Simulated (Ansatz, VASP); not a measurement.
## One calculation of AlGa3N4, two programs

```
Al Ga N
1.0
     0.00000   -2.23500   -2.23500
     2.23500    4.47000   -2.23500
     4.47000   -2.23500    2.23500
Al Ga N
1 3 4
Direct
  0.75000 0.50000 0.25000
  0.50000 0.00000 0.50000
  0.25000 0.50000 0.75000
  0.00000 0.00000 0.00000
  0.81250 0.62500 0.93750
  0.56250 0.12500 0.18750
  0.31250 0.62500 0.43750
  0.06250 0.12500 0.68750
```

The cell comes from a database or a generator and needn't be the stable form of this composition.

Alike in both runs: task single point; functional LDA; k mesh 6 × 6 × 4; occupations gaussian, width 0.1 eV; no spin polarisation.

|  | VASP | Ansatz |
| --- | --- | --- |
| version | VASP 6.6.1 | Ansatz 0.2.0 |
| potentials or method | VASP PAW LDA potentials, release 64 (Al, Ga_d, N) | scalar-relativistic, plane waves, PAW |
| plane-wave cutoff (eV) | 520 | 420 |
| valence electrons in the cell | 62 | 62 |

VASP gave:

| Property | Result |
| --- | --- |
| gap on the k mesh at the Fermi level (eV) | 2.28 |
| least direct gap on the mesh (eV) | 2.28 |
| pressure (GPa) | -4.4 |
| largest component of the traceless stress (GPa) | 0.07 |
| rms of the force components (eV/Å) | 0.326 |

Q: Which values does Ansatz return?

A: gap on the k mesh at the Fermi level (eV): 2.27; least direct gap on the mesh (eV): 2.27; pressure (GPa): -5.4; largest component of the traceless stress (GPa): 0.07; rms of the force components (eV/Å): 0.313.

Atom by atom the forces differ by 0.013 eV/Å (rms over components). Ansatz warned: «pseudo_functional_mismatch».

Caveats: forces of over 1 eV/Å show positions far from the minimum, so gaps and moduli don't describe the material at rest.
